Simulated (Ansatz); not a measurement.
**How far is this GaAs from the hull?**

All numbers below come from DFT PBE, scalar-relativistic, plane waves, PAW in Ansatz 0.2.0. All cells share a 420 eV cutoff and Γ-centred k meshes spaced at most about 0.3 Å⁻¹ (about 0.25 or finer for metals, 2π included). No spin polarisation.

Formation energies are uncorrected and refer to the elements' standard structures at the same level.

Temperature and zero-point effects are left out. The reference form of As is held partly by dispersion forces, which this level lacks.

The competitors are the elements and 1 reference phase of this chemical system (from databases or known types: GaAs), relaxed at the same level; other known phases may be missing.

The candidate was reached from: close-packed anion layers stacked AB.

```
Ga As
1.0
     3.77265    0.00000    0.00000
    -1.88632    3.26721    0.00000
     0.00000    0.00000    6.42843
Ga As
2 2
Direct
  0.00000 0.00000 0.00000
  0.00000 0.00000 0.50000
  0.33333 0.66667 0.75000
  0.66667 0.33333 0.25000
```

Task: Is it stable, and against what?

Result: Not the lowest form: another structure of the same formula lies lower. Its formation energy is 0.002 eV/atom. The lowest competing phase at this composition is this:

```csv
phase,space group,source,share of atoms,ΔE_f (eV/atom)
GaAs,F-43m (No. 216),COD,1.0000,-0.352
```

The candidate lies 0.35 eV/atom above this phase. The candidate matches no cell in the subsets of the Crystallography Open Database and the Materials Project at hand. A phase this far over the hull is unlikely to be made. It has the nickel arsenide type.
